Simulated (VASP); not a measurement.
CdSe (zincblende): a PBEsol single-point calculation in VASP

INCAR

```
SIGMA = 0.01
ENCUT = 520
LASPH = .TRUE.
NELM = 120
GGA = PS
ISIF = 2
LREAL = .FALSE.
NBANDS = 16
PREC = Accurate
ISMEAR = 0
IBRION = -1
LWAVE = .FALSE.
NSW = 0
LELF = .TRUE.
EDIFF = 1E-7
LCHARG = .TRUE.
```

KPOINTS

```
KPOINTS created by Atomic Simulation Environment
0
Gamma
8 8 8
0 0 0
```

KPOINTS_OPT

```
special points
6
Reciprocal
0.0000000000 0.0000000000 0.0000000000 1
0.5000000000 0.0000000000 0.5000000000 1
0.5000000000 0.2500000000 0.7500000000 1
0.3750000000 0.3750000000 0.7500000000 1
0.5000000000 0.5000000000 0.5000000000 1
0.6250000000 0.2500000000 0.6250000000 1
```

POSCAR

```
Cd Se
 1.0000000000000000
    -0.0000000000000000    3.0677809653893693    3.0677809653893693
     3.0677809653893693    0.0000000000000000    3.0677809653893693
     3.0677809653893693    3.0677809653893693    0.0000000000000000
 Cd  Se
   1   1
Cartesian
  0.0000000000000000  0.0000000000000000  0.0000000000000000
  1.5338904826946846  1.5338904826946846  1.5338904826946846
```

VASP ran with the recommended PBE PAW datasets (18 valence electrons in the cell).

Command

```
mpirun -np 1 vasp_std
```

From OUTCAR

```
k-points           NKPTS =     29   k-points in BZ     NKDIM =     29   number of bands    NBANDS=     16

   NELECT =      18.0000    total number of electrons

   dimension x,y,z NGX =    32 NGY =   32 NGZ =   32
   dimension x,y,z NGXF=    64 NGYF=   64 NGZF=   64

  energy-cutoff  :      520.00
  volume of cell :       57.74
      direct lattice vectors                 reciprocal lattice vectors
     0.000000000  3.067780965  3.067780965    -0.162984257  0.162984257  0.162984257
     3.067780965  0.000000000  3.067780965     0.162984257 -0.162984257  0.162984257
     3.067780965  3.067780965  0.000000000     0.162984257  0.162984257 -0.162984257

 k-points in reciprocal lattice and weights: KPOINTS created by Atomic Simulation Env
   0.00000000  0.00000000  0.00000000       0.002
   0.12500000  0.00000000  0.00000000       0.016
   0.25000000  0.00000000  0.00000000       0.016
   0.37500000  0.00000000  0.00000000       0.016
   0.50000000  0.00000000  0.00000000       0.008
   0.12500000  0.12500000  0.00000000       0.012
   0.25000000  0.12500000  0.00000000       0.047
   0.37500000  0.12500000  0.00000000       0.047
   ...

 E-fermi :   0.7239

 k-point     1 :       0.0000    0.0000    0.0000
  band No.  band energies     occupation
      1     -11.8713      2.00000
      2      -7.2181      2.00000
      3      -7.2181      2.00000
      4      -7.2181      2.00000
      5      -6.8645      2.00000
      6      -6.8645      2.00000
      7       0.6082      2.00000
      8       0.6082      2.00000
      9       0.6082      2.00000
     10       1.0393      0.00000
     11       6.4619      0.00000
     12       6.4619      0.00000
     13       6.4619      0.00000
     14      10.0995      0.00000
     15      11.6122      0.00000
     16      11.6122      0.00000

 k-point     2 :       0.1250    0.0000    0.0000
  band No.  band energies     occupation
      1     -11.8199      2.00000
      2      -7.2018      2.00000
      3      -7.2018      2.00000
      4      -7.1723      2.00000
      5      -6.8654      2.00000
      6      -6.8654      2.00000
      7      -0.6260      2.00000
      8       0.4872      2.00000
      9       0.4872      2.00000
     10       2.0743      0.00000
     11       6.2309      0.00000
     12       6.6598      0.00000
     13       6.6598      0.00000
     14      10.8239      0.00000
     15      10.8239      0.00000
     16      10.8355      0.00000

 k-point     3 :       0.2500    0.0000    0.0000
  band No.  band energies     occupation
      1     -11.6943      2.00000
      2      -7.1664      2.00000
      3      -7.1664      2.00000
      4      -7.0174      2.00000
      5      -6.8626      2.00000
      6      -6.8626      2.00000
      7      -2.0387      2.00000
      8       0.2201      2.00000
      9       0.2201      2.00000
     10       2.7634      0.00000
     11       6.4268      0.00000
     12       6.9695      0.00000
     13       6.9695      0.00000
     14      10.5156      0.00000
     15      10.5745      0.00000
     16      10.5745      0.00000

 k-point     4 :       0.3750    0.0000    0.0000
  band No.  band energies     occupation
      1     -11.5670      2.00000
      2      -7.1383      2.00000
      3      -7.1383      2.00000
      4      -6.8507      2.00000
      5      -6.8507      2.00000
      6      -6.7579      2.00000
      7      -3.1962      2.00000
      8      -0.0206      2.00000
      9      -0.0206      2.00000
     10       2.8823      0.00000
     11       7.0084      0.00000
     12       7.0084      0.00000
     13       7.3191      0.00000
     14      10.2108      0.00000
     15      11.4349      0.00000
     16      11.4349      0.00000

 k-point     5 :       0.5000    0.0000    0.0000
  band No.  band energies     occupation
      1     -11.5140      2.00000
      2      -7.1293      2.00000
      3      -7.1293      2.00000
      4      -6.8425      2.00000
      5      -6.8425      2.00000
      6      -6.5908      2.00000
      7      -3.6895      2.00000
      8      -0.1144      2.00000
      9      -0.1144      2.00000
     10       2.8644      0.00000
     11       6.9639      0.00000
     12       6.9639      0.00000
     13       7.8158      0.00000
     14      10.4085      0.00000
     15      12.5958      0.00000
     16      12.5958      0.00000

 k-point     6 :       0.1250    0.1250    0.0000
  band No.  band energies     occupation
      1     -11.8028      2.00000
      2      -7.1861      2.00000
      3      -7.1861      2.00000
      4      -7.1778      2.00000
      5      -6.8752      2.00000
      6      -6.8564      2.00000
      7      -0.6696      2.00000
      8       0.2811      2.00000
      9       0.2811      2.00000
     10       2.4332      0.00000
     11       5.7531      0.00000
     12       6.9460      0.00000
     13       6.9460      0.00000
     14       9.6779      0.00000
     15      11.3170      0.00000
     16      11.7476      0.00000

 k-point     7 :       0.2500    0.1250    0.0000
  band No.  band energies     occupation
      1     -11.7021      2.00000
      2      -7.1623      2.00000
      3      -7.1483      2.00000
      4      -7.0664      2.00000
      5      -6.8769      2.00000
      6      -6.8488      2.00000
      7      -1.7044      2.00000
      8      -0.0292      2.00000
      9       0.0042      2.00000
     10       3.1920      0.00000
     11       5.5416      0.00000
     12       7.1960      0.00000
     13       7.3957      0.00000
     14       9.3007      0.00000
     15      11.5189      0.00000
     16      11.8561      0.00000

 k-point     8 :       0.3750    0.1250    0.0000
  band No.  band energies     occupation
      1     -11.5757      2.00000
      2      -7.1345      2.00000
      3      -7.1162      2.00000
      4      -6.9101      2.00000
      5      -6.8402      2.00000
      6      -6.7912      2.00000
      7      -2.8390      2.00000
      8      -0.3543      2.00000
      9      -0.2571      2.00000
     10       3.5037      0.00000
     11       6.0909      0.00000
     12       7.1569      0.00000
     13       7.5173      0.00000
     14      10.1066      0.00000
     15      11.4895      0.00000
     16      12.0420      0.00000

 k-point     9 :       0.5000    0.1250    0.0000
  band No.  band energies     occupation
      1     -11.4982      2.00000
      2      -7.1195      2.00000
      3      -7.1055      2.00000
      4      -6.8683      2.00000
      5      -6.8402      2.00000
      6      -6.5807      2.00000
      7      -3.5448      2.00000
      8      -0.6461      2.00000
      9      -0.2944      2.00000
     10       3.5197      0.00000
     11       6.3506      0.00000
     12       7.3679      0.00000
     13       7.8206      0.00000
     14      10.6851      0.00000
     15      11.8906      0.00000
     16      12.6570      0.00000

 k-point    10 :      -0.3750    0.1250    0.0000
  band No.  band energies     occupation
      1     -11.5157      2.00000
      2      -7.1184      2.00000
      3      -7.1155      2.00000
      4      -6.8571      2.00000
      5      -6.8570      2.00000
      6      -6.6343      2.00000
      7      -3.3852      2.00000
      8      -0.7355      2.00000
      9      -0.1265      2.00000
     10       3.5276      0.00000
     11       6.4994      0.00000
     12       7.2447      0.00000
     13       7.5698      0.00000
     14      11.0230      0.00000
     15      11.1105      0.00000
     16      12.3872      0.00000

 k-point    11 :      -0.2500    0.1250    0.0000
  band No.  band energies     occupation
      1     -11.6178      2.00000
      2      -7.1455      2.00000
      3      -7.1330      2.00000
      4      -6.9255      2.00000
      5      -6.8741      2.00000
      6      -6.8258      2.00000
      7      -2.4918      2.00000
      8      -0.5547      2.00000
      9       0.1695      2.00000
     10       3.4298      0.00000
     11       6.3747      0.00000
     12       6.9219      0.00000
     13       7.1192      0.00000
     14       9.9971      0.00000
     15      11.1240      0.00000
     16      12.0403      0.00000

 k-point    12 :      -0.1250    0.1250    0.0000
  band No.  band energies     occupation
      1     -11.7438      2.00000
      2      -7.1834      2.00000
      3      -7.1663      2.00000
      4      -7.0989      2.00000
      5      -6.8747      2.00000
      6      -6.8549      2.00000
      7      -1.4009      2.00000
      8      -0.0734      2.00000
      9       0.4349      2.00000
     10       2.8298      0.00000
     11       5.9918      0.00000
     12       6.8117      0.00000
     13       7.0402      0.00000
     14       9.9696      0.00000
     15      10.6941      0.00000
     16      11.7996      0.00000

 ...

  Total       -0.3597503     -0.3597503     -0.3597503     -0.0000000     -0.0000000      0.0000000
  in kB       -9.9817951     -9.9817951     -9.9817951     -0.0000000     -0.0000000      0.0000000
  external PRESSURE =      -9.9817951 kB  Pullay stress =       0.0000000 kB

 POSITION                                       TOTAL-FORCE (eV/Angst)
 -----------------------------------------------------------------------------------
      0.00000      0.00000      0.00000        -0.000000     -0.000000     -0.000000
      1.53389      1.53389      1.53389         0.000000      0.000000      0.000000
 -----------------------------------------------------------------------------------
    total drift:                               -0.000000     -0.000000     -0.000000

  FREE ENERGIE OF THE ION-ELECTRON SYSTEM (eV)
  ---------------------------------------------------
  free  energy   TOTEN  =        -6.1738212620 eV

  energy  without entropy=       -6.1738212620  energy(sigma->0) =       -6.17382126
```

* gap between bands v and c: 0.43 eV
* least direct gap: 0.43 eV
* pressure: -1.0 GPa

Band v is the last that the valence electrons fill when counted band by band, and c is the next.

The run took about 28 s on one core of a shared host (Intel Xeon Platinum 8488C) and held 0.19 GiB at most.
